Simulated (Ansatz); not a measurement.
# Cd3HgTe4: the cost of one run

Program: Ansatz 0.2.0. Level of theory: DFT PBE, scalar-relativistic, plane waves, PAW. These are calculated values, not measurements.

1 further run of the same task is left out (it didn't finish). Runs told in other sessions of the task aren't counted.

## 1. Starting point

It takes space group P-4m2 (No. 115, tetragonal). The conventional cell has a = 4.687 Å, b = 4.687 Å, c = 13.243 Å, α = 90.00°, β = 90.00°, γ = 90.00°. Around Cd (site symmetry 2mm) lie 4 Te at 2.87 Å. Around Cd (site symmetry -4m2) lie 4 Te at 2.87 Å. Hg (site symmetry -4m2) has 4 Te at 2.88 Å in its first shell of neighbours. Te (site symmetry 2mm) has 2 Cd at 2.87 Å and 2 Hg at 2.88 Å in its first shell of neighbours. Te (site symmetry 2mm) has 4 Cd at 2.87 Å in its first shell of neighbours.

As a file:

```
CELL_PARAMETERS angstrom
4.68735 0.00000 0.00000
0.00000 4.68735 0.00000
0.00000 0.00000 13.24264
ATOMIC_POSITIONS crystal
Cd 0.00000 0.00000 0.74952
Cd 0.00000 0.00000 0.25048
Cd 0.50000 0.50000 0.50000
Hg 0.50000 0.50000 0.00000
Te 0.50000 0.00000 0.87396
Te 0.00000 0.50000 0.12604
Te 0.50000 0.00000 0.37528
Te 0.00000 0.50000 0.62472
```

The cell was relaxed beforehand at this level, from a generated guess; it is a trial structure. At a tolerance of 0.02 Å it has space group P-4m2 (No. 115); it has 36.37 Å³/atom, an uncorrected energy of -0.39 eV/atom over the elements.

## 2. Static run: bands, density of states and charges

input.yaml

```yaml
crystal:
  lattice:
    - [4.6873538, 0.0, 0.0]
    - [0.0, 4.6873538, 0.0]
    - [0.0, 0.0, 13.2426444]
  atoms:
    - { symbol: Cd, position: [0.0, 0.0, 0.749521] }
    - { symbol: Cd, position: [0.0, 0.0, 0.250479] }
    - { symbol: Cd, position: [0.5, 0.5, 0.5] }
    - { symbol: Hg, position: [0.5, 0.5, 0.0] }
    - { symbol: Te, position: [0.5, 0.0, 0.873964] }
    - { symbol: Te, position: [0.0, 0.5, 0.126036] }
    - { symbol: Te, position: [0.5, 0.0, 0.375277] }
    - { symbol: Te, position: [0.0, 0.5, 0.624723] }
basis:
  ecutwfc: 420
kpoints:
  mp_grid: { grid: [8, 8, 4] }
  band_path:
    path:
      - [[0.0, 0.0, 0.0], [0.0, 0.5, 0.0], [0.5, 0.5, 0.0], [0.0, 0.0, 0.0], [0.0, 0.0, 0.5], [0.0, 0.5, 0.5], [0.5, 0.5, 0.5], [0.0, 0.0, 0.5]]
      - [[0.0, 0.5, 0.0], [0.0, 0.5, 0.5]]
      - [[0.5, 0.5, 0.0], [0.5, 0.5, 0.5]]
    npoints: 14
hamiltonian:
  xc: pbe
scf:
  occupations: { method: gaussian, width: 0.01 }
  n_extra_bands: 20
output:
  forces: true
  stress: true
  eigenvalues: true
  populations: true
  dos: { projected: true, de: 0.02, nscf_kmesh: { grid: [10, 10, 5] } }
  bader: true
  write_density: true
  write_potential: true
  elf: true
  volumetric_format: npy
```

Launch:

```console
$ ansatz run input.yaml --threads 4 --pin off --max-ram 8192MiB --backend cpu --events-out ev --progress --plain --runs-dir out
```

**Question.** How long does this run take on 4 threads of Intel Xeon 6975P-C (Granite Rapids), shared host, and how much memory does it need?

About 89 s, with a peak of 2.4 GiB.
